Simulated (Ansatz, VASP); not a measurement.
# One calculation of CaO, two programs

```
Ca O
1.0
     2.40943    2.40943    0.00000
    -2.40943    2.40943    0.00000
     0.00000    2.40943    2.39109
Ca O
1 1
Cartesian
  0.0000 0.0000 0.0000
  0.0000 2.4094 0.0000
```

Change from the starting cell: in-plane strain +0.005, out-of-plane length and atoms relaxed by PAW.

Alike in both runs: functional r2SCAN; k mesh 8 × 8 × 8; no spin polarisation.

Ansatz relaxed the structure, and its values are those at the end. VASP's run is a single point on that final structure, the one shown.

|  | VASP | Ansatz |
| --- | --- | --- |
| version | VASP 6.6.1 | Ansatz 0.2.0 |
| potentials or method | VASP PAW PBE potentials, release 64 (Ca_sv, O) | PAW with Ansatz's default frozen-core files, scalar-relativistic |
| plane-wave cutoff (eV) | 520 | 500 |
| occupations | gaussian, width 0.01 eV | fixed |
| valence electrons in the cell | 16 | 16 |

Ansatz gave:

- gap on the k mesh at the Fermi level (eV): 4.17
- pressure (GPa): -0.8

Task: Estimate VASP's values.

Result: gap on the k mesh at the Fermi level (eV): 4.16; pressure (GPa): 0.2.

Caveats: the PAW data sets were made with another functional, which shifts forces and pressure a little (VASP). A k mesh can miss the band edges.
